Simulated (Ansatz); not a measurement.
All numbers below come from DFT PBE, scalar-relativistic, plane waves, PAW in Ansatz. Settings: cutoff 420 eV, Γ-centred meshes spaced at most about 0.3 Å⁻¹ (2π included), Gaussian smearing. No spin polarisation.

These are static total energies at zero pressure.

Compare these two cells of MoS2, each relaxed at this level.

A.

```
Mo S
1.0
     3.18507    0.00000    0.00000
    -1.59253    2.75835    0.00000
     0.00000    0.00000   14.80798
Mo S
2 4
Direct
  0.66667 0.33333 0.25000
  0.33333 0.66667 0.75000
  0.66667 0.33333 0.64448
  0.33333 0.66667 0.35552
  0.66667 0.33333 0.85552
  0.33333 0.66667 0.14448
```

B.

```
Mo S
1.0
     3.18514    0.00000    0.00000
    -1.59257    2.75841    0.00000
     0.00000    0.00000   37.15646
Mo S
4 8
Direct
  0.66667 0.33333 0.90167
  0.66667 0.33333 0.29674
  0.33333 0.66667 0.70326
  0.33333 0.66667 0.09833
  0.33333 0.66667 0.94373
  0.33333 0.66667 0.33879
  0.66667 0.33333 0.74532
  0.66667 0.33333 0.14039
  0.33333 0.66667 0.85961
  0.33333 0.66667 0.25468
  0.66667 0.33333 0.66121
  0.66667 0.33333 0.05627
```

Problem. Which would you expect to be lower, and how large is the difference?

Solution. They are level within the accuracy (under 1 meV/atom apart). A has the 2H molybdenite type, space group P6_3/mmc (No. 194), 21.7 Å³/atom and a gap of 1.45 eV on its mesh; B has space group P-3m1 (No. 164), 27.2 Å³/atom and a gap of 1.47 eV. Counting S atoms around Mo (those within 1.25 times the shortest such distance or 1.15 times the sum of covalent radii), A and B both have Mo 6. Origin: A and B, each reached from a Materials Project cell. Checks on A: no imaginary mode on a 3×3×1 q mesh.

No dispersion correction is applied, so the spacing and binding between layers, chains or molecules are poorly described (P6_3/mmc, P-3m1), and this can change margins and order among such cells. Kohn–Sham gaps at this level usually fall short of measured ones.
